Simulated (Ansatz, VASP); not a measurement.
## ZnSe: VASP beside Ansatz

```
Zn Se
1.0
     0.00000    2.64896    2.64896
     2.64896    0.00000    2.64896
     2.64896    2.64896    0.00000
Zn Se
1 1
Direct
  0.00000 0.00000 0.00000
  0.75000 0.75000 0.75000
```

Alike in both runs: functional LDA; k mesh 8 × 8 × 8; no spin polarisation.

Ansatz relaxed the structure, and its values are those at the end. VASP's run is a single point on that final structure, the one shown.

|  | VASP | Ansatz |
| --- | --- | --- |
| version | VASP 6.6.1 | Ansatz 0.2.0 |
| potentials or method | VASP PAW LDA potentials, release 64 (Zn, Se) | PAW with Ansatz's default frozen-core files, scalar-relativistic |
| plane-wave cutoff (eV) | 520 | 420 |
| occupations | gaussian, width 0.01 eV | fixed |
| valence electrons in the cell | 18 | 28 |

|  | VASP | Ansatz | Ansatz less VASP |
| --- | --- | --- | --- |
| pressure (GPa) | 15.6 | 15.0 | -0.64 |

The two sets of potentials don't hold the same shells in valence.

Caveats: so large a pressure means that the cell lies far from this level's equilibrium, or that cutoff or potentials fall short (VASP). A k mesh can miss the band edges.
